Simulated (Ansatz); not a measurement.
## LAPW volumes and bulk moduli in simple lattices

All-electron LAPW (Ansatz 0.2.0), scalar-relativistic, no spin, Fermi–Dirac smearing 0.136 eV, k-meshes of 8 to 18 points an axis; Birch–Murnaghan fits to pressures. Some or most of these lattices are hypothetical for the element, and V0 is the minimum nearest the starting volume; lattices without a usable fit are left out; mesh and smearing are coarse, and magnetic elements are treated as non-magnetic.

```csv
element,lattice,functional,V0 (Å³/atom),B0 (GPa),B′,k-points per axis
Nb,bcc,LDA,17.17,187,3.6,14
Nb,bcc,PBE,18.20,168,3.6,14
Nb,diamond,LDA,23.92,78,3.8,8
Nb,diamond,PBE,25.96,64,4.1,8
Nb,diamond,PBEsol,24.64,73,3.8,8
Nb,fcc,LDA,17.75,182,3.7,14
Nb,fcc,PBE,18.81,163,3.7,13
Nb,fcc,PBEsol,18.15,173,3.7,14
Nb,sc,LDA,18.95,150,3.9,12
Nb,sc,PBEsol,19.39,142,3.9,12
```

Give V0 and B0 for bcc Nb in PBEsol.

17.57 Å³/atom and 179.2 GPa.

Give V0 and B0 for sc Nb in PBE.

20.15 Å³/atom and 130.8 GPa.
